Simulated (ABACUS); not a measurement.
Crystal: TiC.

```
Ti C
1.0
     0.00000    2.16572    2.16572
     2.16572    0.00000    2.16572
     2.16572    2.16572    0.00000
Ti C
1 1
Direct
  0.00000 0.00000 0.00000
  0.50000 0.50000 0.50000
```

The cell is a database's computed one.

Base run:

* Program: ABACUS 3.10.1
* Functional: PBE
* Potentials or basis: PseudoDojo NC SR 0.4.1 PBE standard
* Cutoff: 1143 eV
* Density cutoff: 4572 eV
* Basis: plane waves
* k mesh: 11 × 11 × 11
* Occupations: fermi-dirac, width 0.05 eV
* Spin: no spin polarisation

Its results: band gap on the k mesh none (metal or under the smearing width); pressure 0.3 GPa.

Task: The run is repeated on the same cell with these changes: cutoff from 1143 eV to 1361 eV; density cutoff from 4572 eV to 5442 eV; basis from plane waves to DZP LCAO (the cutoffs set its grid). What comes out?

Result: Band gap on the k mesh none (metal or under the smearing width); pressure 1.2 GPa.

Caveats: the atomic orbitals were generated for these runs and aren't a published set (some runs); the basis of atomic orbitals isn't converged, which shifts pressures, moduli and gaps (some runs).
